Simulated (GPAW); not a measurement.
Here is a GPAW 26.7.0 calculation.

File run.py:

```python
from ase.dft.bandgap import bandgap
from ase.io import read, write
from ase.parallel import parprint
from gpaw import GPAW, PW

atoms = read('POSCAR')

calc = GPAW(mode=PW(600),
            xc={'name': '0.800_GGA_X_PBE+1.0_GGA_C_PBE', 'fraction': 0.2, 'omega': 0.0, 'backend': 'pw'},
            kpts={'size': (4, 4, 1), 'gamma': True},
            occupations={'name': 'fermi-dirac', 'width': 0.05},
            nbands=9,
            convergence={'density': 1e-05, 'energy': 1e-05},
            maxiter=60,
            txt='gpaw.txt')
atoms.calc = calc
energy = atoms.get_potential_energy()
calc.write('gs.gpw')
write('result.traj', atoms)
parprint(f'Energy: {energy:.6f} eV')
parprint('Fermi level:', round(calc.get_fermi_level(), 4), 'eV')
parprint(f'Gap: {bandgap(calc)[0]:.4f} eV, direct: {bandgap(calc, direct=True)[0]:.4f} eV')
```

POSCAR

```
C
1.0
    2.4561701622      0.0000000000      0.0000000000
   -1.2280850811      2.1271057565      0.0000000000
    0.0000000000      0.0000000000      8.5238033600
C
2
Direct
    0.6666666667      0.3333333333      0.0000000000
    0.3333333333      0.6666666667      0.0000000000
```

Potentials or basis: GPAW PAW data sets (gpaw-data 1.2.1), pw.

The run is started by

```console
$ OMP_NUM_THREADS=1 mpirun -n 4 gpaw python run.py
```

(1) Predict the band gap on the k mesh.

## Answers

(1) 5.44 eV, direct.

Caveat: the k mesh is coarse (spacing up to 0.74 Å⁻¹), so the values aren't converged.
